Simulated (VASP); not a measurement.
# CdO (Monteponite) (Fm-3m) in VASP: settings compared

One crystal, CdO (Monteponite), is run at these levels: PBEsol, PBE; tasks: relaxation of cell and atoms.

Everything below comes from runs of VASP 6.6.1. Logs are shortened: lines on timing, memory, paths and dates and some standing lists are left out, and cuts for length are marked.

### Step 1. The crystal as given

Symmetry: Fm-3m, No. 225, cubic system. The conventional cell has a = 4.705 Å, b = 4.705 Å, c = 4.705 Å, α = 90.00°, β = 90.00°, γ = 90.00°. Cd (site symmetry m-3m) is surrounded by 6 O at 2.35 Å. Around O (site symmetry m-3m) lie 6 Cd at 2.35 Å.

### Step 2. Relaxation of cell and atoms, PBEsol

Input file INCAR:

```
PREC = Accurate ; ENCUT = 600
EDIFF = 1E-7 ; ISMEAR = 0
SIGMA = 0.03 ; LREAL = F
LASPH = T ; NELM = 80
ALGO = Normal ; ISIF = 3
LWAVE = F ; LCHARG = F
GGA = PS ; IBRION = 2
NSW = 90 ; EDIFFG = -0.005
```

Input file KPOINTS:

```
Automatic mesh
0
Gamma
  12 12 12
```

Input file POSCAR:

```
CdO                                     
1.0
    0.0000000000      2.3523961160      2.3523961160
    2.3523961160      0.0000000000      2.3523961160
    2.3523961160      2.3523961160      0.0000000000
  Cd              O             
     1     1
Direct
     0.0000000000000000    0.0000000000000000    0.0000000000000000
     0.5000000000000000    0.5000000000000000    0.5000000000000000
```

Potentials or basis: VASP PAW PBE potentials, release 64 (Cd, O).

The run is started by

```console
> cat potpaw_PBE.64/Cd/POTCAR potpaw_PBE.64/O/POTCAR > POTCAR
> mpirun -np 1 vasp_std > vasp.out
```

OUTCAR:

```text
PREC = Accurate
   ENCUT = 600
   EDIFF = 1E-7
   ISMEAR = 0
   LREAL = F
   LASPH = T
   NELM = 80
   ISIF = 3
   GGA = PS
   IBRION = 2
   NSW = 90
   EDIFFG = -0.005

 ion  position               nearest neighbor table
   1  0.000  0.000  0.000-   2 2.35   2 2.35   2 2.35   2 2.35   2 2.35   2 2.35
   2  0.500  0.500  0.500-   1 2.35   1 2.35   1 2.35   1 2.35   1 2.35   1 2.35

  LATTYP: Found a face centered cubic cell.
 ALAT       =     4.7047922320

  Lattice vectors:

 A1 = (   0.0000000000,   2.3523961160,   2.3523961160)
 A2 = (   2.3523961160,   0.0000000000,   2.3523961160)
 A3 = (   2.3523961160,   2.3523961160,   0.0000000000)

Analysis of symmetry for initial positions (statically):
=====================================================================
 Subroutine PRICEL returns:
 Original cell was already a primitive cell.

 Routine SETGRP: Setting up the symmetry group for a
 face centered cubic supercell.

 Subroutine GETGRP returns: Found 48 space group operations
 (whereof 48 operations were pure point group operations)
 out of a pool of 48 trial point group operations.

The static configuration has the point symmetry O_h .

Analysis of symmetry for dynamics (positions and initial velocities):
=====================================================================
 Subroutine PRICEL returns:
 Original cell was already a primitive cell.

 Routine SETGRP: Setting up the symmetry group for a
 face centered cubic supercell.

 Subroutine GETGRP returns: Found 48 space group operations
 (whereof 48 operations were pure point group operations)
 out of a pool of 48 trial point group operations.

The dynamic configuration has the point symmetry O_h .

 Subroutine INISYM returns: Found 48 space group operations
 (whereof 48 operations are pure point group operations),
 and found     1 'primitive' translations

----------------------------------------------------------------------------------------

                                     Primitive cell

  volume of cell :      26.0352

  direct lattice vectors                    reciprocal lattice vectors
     0.000000000  2.352396116  2.352396116    -0.212549237  0.212549237  0.212549237
     2.352396116  0.000000000  2.352396116     0.212549237 -0.212549237  0.212549237
     2.352396116  2.352396116  0.000000000     0.212549237  0.212549237 -0.212549237

  length of vectors
     3.326790491  3.326790491  3.326790491     0.368146078  0.368146078  0.368146078

  position of ions in fractional coordinates (direct lattice)
     0.000000000  0.000000000  0.000000000
     0.500000000  0.500000000  0.500000000
[... 86 lines left out ...]
   TEBEG  =    0.0;   TEEND  =   0.0 temperature during run
   PSTRESS=    0.0 pullay stress
   NELECT =      18.0000    total number of electrons
   NUPDOWN=      -1.0000    fix difference up-down
   EMIN   =  10.00;   EMAX   =-10.00  energy-range for DOS
   EFERMI =   0.00;   METHOD = LEGACY
   ISMEAR =     0;   SIGMA  =   0.03  broadening in eV -4-tet -1-fermi 0-gaus
   EFERMI_NEDOS =   21; number of points for ismear=-14 and -15
   IALGO  =     38    algorithm
   IMIX   =      4    mixing-type and parameters
     AMIX     =   0.40;   BMIX     =  1.00
     AMIX_MAG =   1.60;   BMIX_MAG =  1.00
  volume/ion in A,a.u.               =      13.02        87.85
  Fermi-wavevector in a.u.,A,eV,Ry     =   1.447589  2.735546 28.511190  2.095513
  Thomas-Fermi vector in A             =   2.565526
   LORBIT       =      0    0 simple, 1 ext, 2 COOP (PROOUT), +10 PAW based schemes
   GGA     = PS    functional components
   LHFCALC =     F    Hartree Fock is set to
   AEXX    =    0.0000 exact exchange contribution
   IVDW    =     0    specifies the selected vdW correction
   LEPSILON=     F    determine dielectric tensor
   LRPA    =     F    only Hartree local field effects (RPA)
 conjugate gradient relaxation of ions
 non-spin polarized calculation
 Gauss-broadening in eV      SIGMA  =   0.03
  energy-cutoff  :      600.00
  volume of cell :       26.04
 maximum number of plane-waves:       893
   NGX = 13   NGY = 13   NGZ = 13

 number of electron      18.0000002 magnetization

 Free energy of the ion-electron system (eV)
  ---------------------------------------------------
  ext. energy  EPLUGINS =         0.00000000
  ---------------------------------------------------
  free energy    TOTEN  =        -8.50572274 eV

  energy without entropy =       -8.50567702  energy(sigma->0) =       -8.50569988

 E-fermi :   1.8753     XC(G=0): -11.9422

 val. band max:        1.8491208607   @ k =   0.5000   0.0000   0.0000
 cond. band min:       2.1416358649   @ k =   0.0833   0.0000   0.0000
 fundamental gap:      0.2925150042
 Fermi energy:         1.8752541953

 k-point     1 :       0.0000    0.0000    0.0000
  band No.  band energies     occupation
      1     -15.4488      2.00000
      2      -4.8051      2.00000
      3      -4.8051      2.00000
      4      -4.8051      2.00000
      5      -4.5027      2.00000
      6      -4.5027      2.00000
      7       0.5009      2.00000
      8       0.5009      2.00000
      9       0.5009      2.00000
     10       1.3096      2.00000
     11      16.6108      0.00000
     12      18.7063      0.00000
     13      18.7063      0.00000
[... 354 lines left out ...]
  band No.  band energies     occupation
      1     -14.6527      2.00000
      2      -5.5686      2.00000
      3      -5.2731      2.00000
      4      -5.1787      2.00000
      5      -4.2707      2.00000
      6      -4.2478      2.00000
      7      -1.8792      2.00000
      8       0.6436      2.00000
      9       1.5985      2.00000
     10       7.3846      0.00000
     11       8.7356      0.00000
     12      12.0176      0.00000
     13      14.0176      0.00000

 [... further k-points ...]
[... 5 lines left out ...]
  --------------------------------------------------------------------------------------
  -------------------------------------------------------------------------------------
  Total       -0.0028344     -0.0028344     -0.0028344      0.0000000      0.0000000     -0.0000000
  in kB       -0.1744273     -0.1744273     -0.1744273      0.0000000      0.0000000     -0.0000000
  external PRESSURE =      -0.1744273 kB  Pullay stress =       0.0000000 kB

 VOLUME and BASIS-vectors are now :
 -----------------------------------------------------------------------------
  energy-cutoff  :      600.00
  volume of cell :       26.04
      direct lattice vectors                 reciprocal lattice vectors
     0.000000000  2.352396116  2.352396116    -0.212549237  0.212549237  0.212549237
     2.352396116  0.000000000  2.352396116     0.212549237 -0.212549237  0.212549237
     2.352396116  2.352396116  0.000000000     0.212549237  0.212549237 -0.212549237

 POSITION                                       TOTAL-FORCE (eV/Angst)
 -----------------------------------------------------------------------------------
      0.00000      0.00000      0.00000        -0.000000     -0.000000     -0.000000
      2.35240      2.35240      2.35240         0.000000      0.000000      0.000000
 -----------------------------------------------------------------------------------
    total drift:                                0.000000      0.000000      0.000000

  FREE ENERGIE OF THE ION-ELECTRON SYSTEM (eV)
  ---------------------------------------------------
  free  energy   TOTEN  =        -8.5057227368 eV

  energy  without entropy=       -8.5056770159  energy(sigma->0) =       -8.50569988

 reached required accuracy - stopping structural energy minimisation
```

Wall time 16 s (1 thread of Intel Xeon Platinum 8488C (Sapphire Rapids), shared host); peak memory 0.17 GiB.

What came out:

| Property | Result |
| --- | --- |
| Free energy | -8.5057 eV |
| Pressure after relaxing | 0.0 GPa |
| Band gap on the k mesh | none (metal or under the smearing width) |

Final structure:
```
Cd O
1.0
     0.00000    2.35240    2.35240
     2.35240    0.00000    2.35240
     2.35240    2.35240    0.00000
Cd O
1 1
Cartesian
  0.0000 0.0000 0.0000
  2.3524 2.3524 2.3524
```

Levels at points of the mesh, in eV from the Fermi level:
| k point | band 5 | band 6 | band 7 | band 8 | band 9 | band 10 | band 11 | band 12 | band 13 |
| --- | --- | --- | --- | --- | --- | --- | --- | --- | --- |
| (0.00, 0.00, 0.00) | -6.38 | -6.38 | -1.37 | -1.37 | -1.37 | -0.57 | 14.74 | 16.83 | 16.83 |
| (0.50, 0.00, 0.00) | -6.12 | -6.12 | -3.85 | -0.03 | -0.03 | 4.26 | 7.19 | 11.76 | 11.76 |
| (0.50, 0.50, 0.00) | -5.98 | -5.67 | -4.42 | -2.36 | -2.36 | 3.73 | 8.40 | 11.02 | 13.17 |

Caveat: the relaxation stopped at its first step, so nothing moved; the PAW data sets were made with another functional, which shifts forces and pressure a little; this crystal is a semiconductor, whose small gap the functional closes, so the metal is an error of the method.

(Part 1 of 2 ends here.)
